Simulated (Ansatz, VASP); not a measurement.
# Zn: VASP beside Ansatz

Contents of INCAR:

```
SYSTEM = Zn
PREC     = Accurate       ! precision mode
ENCUT    = 520            ! plane-wave cutoff, eV
EDIFF    = 1E-7           ! SCF threshold, eV
ISMEAR   = -1             ! smearing method
SIGMA    = 0.05           ! smearing width, eV
LREAL    = .False.        ! projectors in reciprocal space
LASPH    = .True.         ! aspherical terms in the spheres
NELM     = 80             ! most SCF steps
ALGO     = Normal         ! electronic algorithm
ISIF     = 2              ! what is computed and relaxed
LWAVE    = .False.        ! write WAVECAR
LCHARG   = .False.        ! write CHGCAR
GGA      = PE             ! functional
NBANDS   = 19             ! bands
```

The input KPOINTS:

```
regular mesh
0
Gamma
  11 11 11
  0 0 0
```

Contents of POSCAR:

```
Zn
1.0
    0.0000000000      2.9565946775      2.9565946775
    2.9565946775      0.0000000000      2.9565946775
    2.9565946775      2.9565946775      0.0000000000
Zn
2
Direct
    0.0000000000      0.0000000000      0.0000000000
    0.2500000000      0.2500000000      0.2500000000
```

Input for Ansatz:

```yaml
crystal:
  lattice:
    - [0.0, 2.9565946775, 2.9565946775]
    - [2.9565946775, 0.0, 2.9565946775]
    - [2.9565946775, 2.9565946775, 0.0]
  atoms:
    - { symbol: Zn, position: [0.0, 0.0, 0.0] }
    - { symbol: Zn, position: [0.25, 0.25, 0.25] }
kpoints:
  mp_grid: { grid: [11, 11, 11] }
scf:
  occupations: { method: fermi_dirac, width: 0.05 }
hamiltonian:
  xc: pbe
  pseudopotentials: { kind: all_electron, lapw: { basis_error: 0.00025 } }
output:
  forces: true
  stress: true
  eigenvalues: true
```

Change from the starting cell: volume scaled by 1.05.

Alike in both runs: task single point; functional PBE; k mesh 11 × 11 × 11; occupations fermi-dirac, width 0.05 eV; no spin polarisation.

|  | VASP | Ansatz |
| --- | --- | --- |
| version | VASP 6.6.1 | Ansatz 0.2.0 |
| potentials or method | VASP PAW PBE potentials, release 64 (Zn) | all-electron LAPW, scalar-relativistic |
| plane-wave cutoff (eV) | 520 | see its input |

|  | VASP | Ansatz | Ansatz less VASP |
| --- | --- | --- | --- |
| pressure (GPa) | -1.0 | -1.1 | -0.13 |

Ansatz ran all-electron here, so the differences hold the error of VASP's frozen core and of both bases.
